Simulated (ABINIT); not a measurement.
Sb:

```
Sb
1.0
     2.15420    1.24373    3.75800
    -2.15420    1.24373    3.75800
     0.00000   -2.48746    3.75800
Sb
2
Cartesian
  0.0000 0.0000 8.6416
  0.0000 0.0000 2.6324
```

Base run:

```yaml
Program: ABINIT 10.8.3 (patched build)
Functional: PBEsol
Potentials_or_basis: JTH PAW PBE v2.0
Cutoff: 517 eV
k_mesh: 8 × 8 × 8
Occupations: fermi-dirac, width 0.05 eV
Spin: no spin polarisation
```

Its results: band gap on the k mesh none (metal or under the smearing width); pressure -0.2 GPa; largest force 0.115 eV/Å.

Q: The run is repeated on the same cell with these changes: functional from PBEsol to revPBE. What comes out?

A: Band gap on the k mesh none (metal or under the smearing width); pressure 3.4 GPa; largest force 0.195 eV/Å.

revPBE binds less tightly than PBEsol, so the same cell stands under more pressure.

Caveats: the PAW data sets were made with another functional, which shifts forces and pressure a little; spin-orbit coupling is left out, which moves the levels of the heavy elements.
